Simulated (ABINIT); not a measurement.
A run of ABINIT 10.8.3 (patched build):

run.abi

```
# Datasets
ndtset 3

# Pseudopotentials
pp_dirpath "./"
pseudos "Ta.upf, K.upf, O.upf"

# Structure
acell 3*1.0 Angstrom
rprim
     3.9883000000     0.0000000000     0.0000000000
     0.0000000000     3.9883000000     0.0000000000
     0.0000000000     0.0000000000     3.9883000000
ntypat 3
znucl 73 19 8
natom 5
typat 1 2 3 3 3
xred
            0.0            0.0            0.0
            1/2            1/2            1/2
            0.0            0.0            1/2
            0.0            1/2            0.0
            1/2            0.0            0.0

# Plane-wave basis
ecut 35.0

# Exchange and correlation
ixc 7

# Bands and occupations
occopt 1

# SCF cycle
nstep 80
diemac 6.0

# Output
iomode 3
prteig 0
prtebands 0

# Dataset 1: ground state
kptopt1 1
ngkpt1 5 5 5
nshiftk1 1
shiftk1 0.0 0.0 0.0
nband1 20
tolvrs1 1.0e-14
prtden1 1
prtwf1 0

# Datasets 2 and 3: the band edges
kptopt2 0
nkpt2 2
kpt2
  0.4000000000 0.4000000000 0.4000000000
  0.0 0.0 0.0
istwfk2 2*1
nband2 28
getden2 1
kptopt3 0
nkpt3 2
kpt3
  0.4000000000 0.4000000000 0.4000000000
  0.0 0.0 0.0
istwfk3 2*1
nband3 28
getden3 1

# Dataset 2: bands at fixed density
iscf2 -2
nbdbuf2 2
tolwfr2 1.0e-20
nstep2 200

# Dataset 3: effective masses
iscf3 -3
getwfk3 2
rfelfd3 2
rfdir3 1 1 1
nqpt3 1
qpt3 0.0 0.0 0.0
tolwfr3 1.0e-20
nbdbuf3 2
nstep3 200
efmas3 1
efmas_bands3 20 20 21 23
efmas_calc_dirs3 1
efmas_n_dirs3 5
efmas_dirs3
  1 0 0
  0 1 0
  0 0 1
  1 1 0
  1 1 1
efmas_ntheta3 40
prtwf3 0
prtden3 0
prtpot3 0
```

Potentials or basis: PseudoDojo NC SR LDA v0.4.1 standard.

The run is started by

```console
$ abinit run.abi > log 2>&1
```

Hardware: 1 thread of Arm Neoverse V1 (shared host).

Question: How long does it take, and how much memory?

Answer: Wall time 2 min on 1 thread of Arm Neoverse V1, on a shared host, peak memory 0.51 GiB. Counts: scf iterations 100, mpi ranks 1, k points 10, bands 20, plane waves 4248.
